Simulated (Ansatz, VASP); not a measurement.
KI: VASP beside Ansatz

```
K I
1.0
     4.29094    0.00000    0.00000
     0.00000    4.29094    0.00000
     0.00000    0.00000    4.27549
K I
1 1
Direct
  0.00000 0.00000 0.00000
  0.50000 0.50000 0.50000
```

Change from the starting cell: uniaxial_z strain -0.4%.

Alike in both runs: task single point; functional PBE; k mesh 6 × 6 × 6; occupations fermi-dirac, width 0.02 eV; no spin polarisation.

```csv
,VASP,Ansatz
version,VASP 6.6.1,Ansatz 0.2.0
potentials or method,"VASP PAW PBE potentials, release 64 (K_sv, I)","plane waves, PAW"
plane-wave cutoff (eV),520,420
valence electrons in the cell,16,26
```

VASP gave:

```
gap on the k mesh at the Fermi level (eV)       : 3.33
pressure (GPa)                                  : 0.6
largest component of the traceless stress (GPa) : 0.07
```

What did Ansatz give for the same quantities?

gap on the k mesh at the Fermi level (eV): 3.33; pressure (GPa): 0.5; largest component of the traceless stress (GPa): 0.07.

The two sets of potentials don't hold the same shells in valence.

Caveats: spin-orbit coupling is left out, which moves the levels of the heavy elements. A k mesh can miss the band edges.
